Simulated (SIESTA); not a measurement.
Crystal: ZnS (Wurtzite-2H).

```
CELL_PARAMETERS angstrom
3.81100 0.00000 0.00000
-1.90550 3.30042 0.00000
0.00000 0.00000 6.23400
ATOMIC_POSITIONS crystal
Zn 0.66667 0.33333 0.50000
Zn 0.33333 0.66667 0.00000
S 0.66667 0.33333 0.88500
S 0.33333 0.66667 0.38500
```

Base run:

* Program: SIESTA 5.4.2
* Functional: vdW-DF-cx
* Potentials or basis: PseudoDojo 0.4 standard (PBE files)
* Basis: DZP (energy shift 0.003 Ry; two zetas on semicore shells)
* Grid cutoff: 800 Ry
* Energy shift: 0.003 Ry
* k mesh: 8 × 8 × 5
* Occupations: fermi-dirac, width 0.05 eV
* Spin: no spin polarisation

Its results: band gap on the k mesh 2.52 eV, direct; pressure 0.8 GPa; largest force 0.355 eV/Å.

Task: The run is repeated on the same cell with these changes: functional from vdW-DF-cx to BLYP. What comes out?

Result: Band gap on the k mesh 2.59 eV, direct; pressure 6.8 GPa; largest force 0.367 eV/Å.

Caveats: short orbitals over semicore shells can move pressures by several GPa; the valence orbitals were made in a potential fitted to the semicore shell under them, which widens gaps by tenths of an eV or more; the potentials were made for another functional, which shifts forces and pressure; the basis of atomic orbitals isn't converged, which shifts pressures, moduli and gaps.

Not every run made on this cell is shown here.
